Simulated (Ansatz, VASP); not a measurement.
# Two plane-wave programs on Hg

INCAR

```
ALGO = Fast
EDIFF = 1E-6
ENCUT = 520
GGA = PE
ISIF = 2
ISMEAR = 0
IVDW = 12
LASPH = True
LCHARG = False
LREAL = False
LWAVE = False
NBANDS = 12
NELM = 100
PREC = Accurate
SIGMA = 0.15
```

Contents of KPOINTS:

```
k-points
0
Gamma
  18 18 18
```

The input POSCAR:

```
Hg
1.0
   -2.0179526250      2.0179526250      1.7121451000
    2.0179526250     -2.0179526250      1.7121451000
    2.0179526250      2.0179526250     -1.7121451000
Hg
1
Direct
    0.0000000000      0.0000000000      0.0000000000
```

Input for Ansatz:

```yaml
crystal:
  lattice:
    - [-2.017952625, 2.017952625, 1.7121451]
    - [2.017952625, -2.017952625, 1.7121451]
    - [2.017952625, 2.017952625, -1.7121451]
  atoms:
    - { symbol: Hg, position: [0.0, 0.0, 0.0] }
basis:
  ecutwfc: 420
kpoints:
  mp_grid: { grid: [18, 18, 18] }
hamiltonian:
  xc: pbe
  dispersion: d3bj
scf:
  occupations: { method: gaussian, width: 0.15 }
output:
  forces: true
  stress: true
  eigenvalues: true
```

Change from the starting cell: strain -0.025 along x and y, -0.050 along z, atoms carried along.

Alike in both runs: task single point; functional PBE; dispersion D3(BJ); k mesh 18 × 18 × 18; occupations gaussian, width 0.15 eV; no spin polarisation.

```csv
,VASP,Ansatz
version,VASP 6.6.1,Ansatz 0.2.0
potentials or method,"VASP PAW PBE potentials, release 64 (Hg)","scalar-relativistic, plane waves, PAW"
plane-wave cutoff (eV),520,420
valence electrons in the cell,12,20
```

```csv
,VASP,Ansatz,Ansatz less VASP
gap on the k mesh at the Fermi level (eV),none,none,-
pressure (GPa),-1.3,-1.5,-0.15
largest component of the traceless stress (GPa),0.50,0.49,-0.014
```

A gap of «none» marks a metal or a gap that the smearing closes. The two sets of potentials don't hold the same shells in valence.

Caveats: pairwise dispersion overbinds metals, which lowers pressure and volume. The runs have no spin-orbit coupling, so splittings on Hg are missing.
